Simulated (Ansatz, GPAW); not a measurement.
This is a calculation of TaN for Ansatz 0.2.0. The cell comes from a database or a generator and needn't be the stable form of this composition.

input.yaml

```yaml
crystal:
  lattice:
    - [0.0, 2.211323, 2.211323]
    - [2.211323, 0.0, 2.211323]
    - [2.211323, 2.211323, 0.0]
  atoms:
    - { symbol: Ta, position: [0.5, 0.5, 0.5] }
    - { symbol: "N", position: [0.0, 0.0, 0.0] }
hamiltonian:
  xc: pbe
  pseudopotentials: { kind: paw }
kpoints:
  mp_grid: { grid: [10, 10, 10] }
scf:
  occupations: { method: gaussian, width: 0.015 }
output:
  forces: true
  stress: true
  eigenvalues: true
```

Potentials or basis: Ansatz PAW.

Run with:

```console
$ ansatz run input.yaml --threads 2 --pin off --max-ram 5632MiB --backend cpu --events-out ev --progress --plain --runs-dir out
```

Problem. What does the same run look like in GPAW 26.7.0 (ASE script)? Potentials or basis there: GPAW PAW data sets (gpaw-data 1.2.1), cutoff 800 eV.

Solution. As run (cutoffs and basis follow the program's own potentials, and thresholds, step limits or extra output files can differ):

The input run.py:

```python
from ase.dft.bandgap import bandgap
from ase.io import read, write
from ase.units import GPa
from gpaw import GPAW, PW

atoms = read('TaN.xyz')

calc = GPAW(mode=PW(800),
            xc='PBE',
            kpts={'size': (10, 10, 10), 'gamma': True},
            occupations={'name': 'methfessel-paxton', 'order': 0, 'width': 0.015},
            nbands=19,
            convergence={'density': 1e-05, 'energy': 1e-05},
            maxiter=150,
            txt='gpaw.txt')
atoms.calc = calc
energy = atoms.get_potential_energy()
forces = atoms.get_forces()
stress = atoms.get_stress()
calc.write('gs.gpw')
write('result.traj', atoms)
print(f'Energy: {energy:.6f} eV')
print('Forces (eV/A):')
print(forces.round(4))
print('Stress (GPa):', (stress / GPa).round(3))
print('Fermi level:', round(calc.get_fermi_level(), 4), 'eV')
print(f'Gap: {bandgap(calc)[0]:.4f} eV, direct: {bandgap(calc, direct=True)[0]:.4f} eV')
```

TaN.xyz

```xyz
2
Lattice="0.0000000000 2.2113230000 2.2113230000 2.2113230000 0.0000000000 2.2113230000 2.2113230000 2.2113230000 0.0000000000" Properties=species:S:1:pos:R:3 pbc="T T T"
Ta     2.2113230000      2.2113230000      2.2113230000
N      0.0000000000      0.0000000000      0.0000000000
```

Potentials or basis: GPAW PAW data sets (gpaw-data 1.2.1), pw.

Run with:

```bash
$ OMP_NUM_THREADS=1 python run.py
```

Both were run:

|  | Ansatz | GPAW |
| --- | --- | --- |
| Pressure | -1.4 GPa | -1.6 GPa |

Ansatz's pressure holds a Pulay term of +0.49 GPa for its cutoff of 420 eV, which the other run lacks.

Where Ansatz's input types no cutoff or centring, it takes its own default and a Γ-centred mesh.

Pressure is positive in compression.
